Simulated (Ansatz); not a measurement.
**As (beta tin type): how the settings move a relaxation**

Question: which choices in the input matter for As (beta tin type)?

Method: reference: DFT, PBE, PAW with Ansatz's default frozen-core files, scalar-relativistic, in Ansatz 0.2.0.

1 further run of the same task is left out (it didn't finish).

### Step 1. Starting point

It takes space group I4_1/amd (No. 141, tetragonal). Conventional cell: a = 4.242 Å, b = 4.242 Å, c = 2.256 Å, α = 90.00°, β = 90.00°, γ = 90.00°. As (site symmetry -4m2) has 6 As at 2.19 to 2.26 Å as nearest neighbours.

Structure file:

```cif
data_structure
_symmetry_space_group_name_H-M 'I4_1/amd:1'
_symmetry_Int_Tables_number 141
_cell_length_a 4.2416
_cell_length_b 4.2416
_cell_length_c 2.2561
_cell_angle_alpha 90.000
_cell_angle_beta 90.000
_cell_angle_gamma 90.000
_cell_volume 40.59
loop_
_atom_site_label
_atom_site_type_symbol
_atom_site_symmetry_multiplicity
_atom_site_Wyckoff_symbol
_atom_site_fract_x
_atom_site_fract_y
_atom_site_fract_z
_atom_site_occupancy
As1 As 4 b 0.00000 0.00000 0.50000 1
```

### Step 2. Baseline

input.yaml reads:

```yaml
crystal:
  lattice:
    - [-2.1208072537, 2.1208072537, 1.1280521005]
    - [2.1208072537, -2.1208072537, 1.1280521005]
    - [2.1208072537, 2.1208072537, -1.1280521005]
  atoms:
    - { symbol: As, position: [-0.375, -0.125, -0.25] }
    - { symbol: As, position: [0.375, 0.125, 0.25] }
kpoints:
  mp_grid: { grid: [17, 17, 17] }
scf:
  occupations: { method: fermi_dirac, width: 0.1 }
hamiltonian:
  xc: pbe
  pseudopotentials: { kind: paw }
output:
  forces: true
  stress: true
relax:
  f_tol: 0.005
  max_steps: 30
  cell: { stress_tol: 0.53, fix: [volume] }
```

Command:

```console
$ ansatz run input.yaml --threads 1 --pin off --max-ram 2048MiB --backend cpu --events-out ev --progress --plain --runs-dir out
```

### Step 3. A further run, with the input changed

input.yaml, as its differences from that of step 2:

```diff
@@ -8,2 +8,3 @@
     - { symbol: As, position: [0.375, 0.125, 0.25] }
+  symmetry: { detect: false }
 kpoints:
@@ -18,2 +19,6 @@
   stress: true
+  write_density: true
+  write_potential: true
+  elf: true
+  volumetric_format: npy
 relax:
```

(Steps that only read results are left out.)

**Question.** What will these runs give? Wanted: for each run, ending; energy change.

**Answer**, as computed:

```tsv
run	ending	energy change	cycles	time
reference	converged	-	12	22 s
1: symmetry.detect false	timeout	-	6	2.2 min
```

Times don't compare one to one where runs were asked for different outputs or read a saved state (see the inputs); cycles may leave out searches for a lower state.

What this shows: With the changed use of symmetry the run ends out of time. Semilocal functionals close small gaps, so the missing gap need not be the real solid's. The structure is not at rest: the sound run finds 229 GPa, so these are no properties of the relaxed crystal.  1 of the 1 altered inputs did not end normally.
